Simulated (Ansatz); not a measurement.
Al (Im-3m), work and stress of cleavage

Level of theory: DFT PBEsol, scalar-relativistic, plane waves, PAW (Ansatz 0.2.0). Cutoff 420 eV, Γ-centred 22×22×7 k-points, Gaussian smearing of 0.15 eV. No spin polarisation. Energies are free energies at this smearing, counted from the undisturbed cell; pressure is positive in compression.

The starting cell (relaxed at this level; with this scan's settings it stands at -0.1 GPa; this bcc form isn't the usual structure):

```
Al
1.0
    -1.60644    1.60644   -1.60644
    -1.60644   -1.60644    1.60644
     0.00000    6.42576    6.42576
Al
4
Direct
  0.00000 0.00000 0.87500
  0.50000 0.50000 0.12500
  0.00000 0.00000 0.37500
  0.50000 0.50000 0.62500
```

The cut lies on the cell's a–b face, a (0 1 1) plane (indices in the standard cell, whose axes needn't be the Cartesian ones shown) of area 7.30 Å², between layers 2.27 Å apart. Vector c is lengthened by d along the normal with the atoms' Cartesian places fixed: one unrelaxed cut a cell. The traction is positive where the two halves pull on each other.

```csv
d (Å),energy (J/m²),traction (GPa)
-0.30,0.34,-25.6
-0.15,0.07,-10.5
0.00,0.00,0.0
0.25,0.13,8.8
0.50,0.38,11.0
0.75,0.66,10.7
1.00,0.91,9.3
1.50,1.30,6.3
2.00,1.55,3.7
3.00,1.76,1.0
4.50,1.81,0.1
6.00,1.81,0.0
```

Task: What are the work of separation and the cleavage stress, and do they fit the universal binding curve?

Result: The energy levels off near W ≈ 1.81 J/m² (the traction is down to 0.0 GPa), the energy of the two unrelaxed faces, 0.91 J/m² each on average. The largest sampled traction is 11.0 GPa at d = 0.50 Å, and a parabola through it and its two neighbours peaks at σ_max ≈ 11.2 GPa, d ≈ 0.59 Å. The curve E = W[1 − (1 + d/ℓ)exp(−d/ℓ)] peaks in traction at d = ℓ with σ_max = W/(eℓ); with 1 J/m² per Å = 10 GPa this W and σ_max give ℓ = 0.59 Å. A parabola through that curve at the same three d peaks at 0.61 Å, against 0.59 Å here, a fair fit. Real crystals break at far lower stress, because cracks concentrate it, and on the plane of lowest W, which needn't be this one.

The cut is rigid; relaxing the faces lowers these energies and usually the stresses.

In a metal these slopes depend on the k mesh and the smearing.

Cost: 12 runs of about 1.8 core-minutes in all, on AMD EPYC 9R45 (Zen 5) (shared hosts).